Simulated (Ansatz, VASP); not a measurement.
**One calculation of AlN, two programs**

INCAR

```
SYSTEM = AlN
PREC = Accurate
ENCUT = 520
EDIFF = 1E-6
ISMEAR = 0
SIGMA = 0.05
LREAL = .False.
LASPH = .True.
NELM = 100
ALGO = Normal
ISIF = 2
LWAVE = .False.
LCHARG = .False.
GGA = PE
NBANDS = 26
```

KPOINTS

```
Automatic mesh
0
Gamma
  8 6 4
  0 0 0
```

File POSCAR:

```
AlN
1.0
   -3.1302395625      0.0000000000      0.0000000000
    0.0000000000      0.0000000000     -5.0179796543
    0.0000000000     -5.4217339621      0.0000000000
Al N
4 4
Direct
    0.5119799138      0.9982712825      0.1666666667
   -0.0119799138      0.9982712825      0.6666666667
    0.0119799138      0.4982712825      0.3333333333
    0.4880200862      0.4982712825      0.8333333333
    0.5108196006      0.6167287175      0.1666666667
   -0.0108196006      0.6167287175      0.6666666667
    0.0108196006      0.1167287175      0.3333333333
    0.4891803994      0.1167287175      0.8333333333
```

Input for Ansatz:

```yaml
crystal:
  lattice:
    - [-3.1302395625, 0.0, 0.0]
    - [0.0, 0.0, -5.0179796543]
    - [0.0, -5.4217339621, 0.0]
  atoms:
    - { symbol: Al, position: [0.5119799138, 0.9982712825, 0.1666666667] }
    - { symbol: Al, position: [-0.0119799138, 0.9982712825, 0.6666666667] }
    - { symbol: Al, position: [0.0119799138, 0.4982712825, 0.3333333333] }
    - { symbol: Al, position: [0.4880200862, 0.4982712825, 0.8333333333] }
    - { symbol: "N", position: [0.5108196006, 0.6167287175, 0.1666666667] }
    - { symbol: "N", position: [-0.0108196006, 0.6167287175, 0.6666666667] }
    - { symbol: "N", position: [0.0108196006, 0.1167287175, 0.3333333333] }
    - { symbol: "N", position: [0.4891803994, 0.1167287175, 0.8333333333] }
basis:
  ecutwfc: 420
kpoints:
  mp_grid: { grid: [8, 6, 4] }
hamiltonian:
  xc: pbe
scf:
  occupations: { method: gaussian, width: 0.05 }
output:
  forces: true
  stress: true
  eigenvalues: true
```

Change from the starting cell: mode 4 (223.6 1/cm) frozen in, largest displacement +0.037 Å.

Alike in both runs: task single point; functional PBE; k mesh 8 × 6 × 4; occupations gaussian, width 0.05 eV; no spin polarisation.

|  | VASP | Ansatz |
| --- | --- | --- |
| version | VASP 6.6.1 | Ansatz 0.2.0 |
| potentials or method | VASP PAW PBE potentials, release 64 (Al, N) | scalar-relativistic, plane waves, PAW |
| plane-wave cutoff (eV) | 520 | 420 |
| valence electrons in the cell | 32 | 32 |

|  | VASP | Ansatz | Ansatz less VASP |
| --- | --- | --- | --- |
| gap on the k mesh at the Fermi level (eV) | 4.04 | 4.03 | -0.009 |
| least direct gap on the mesh (eV) | 4.04 | 4.03 | -0.009 |
| pressure (GPa) | -0.3 | 0.0 | +0.27 |
| largest component of the traceless stress (GPa) | 0.09 | 0.07 | -0.022 |
| rms of the force components (eV/Å) | 0.085 | 0.084 | -0.0005 |

Atom by atom the forces differ by 0.001 eV/Å (rms over components).
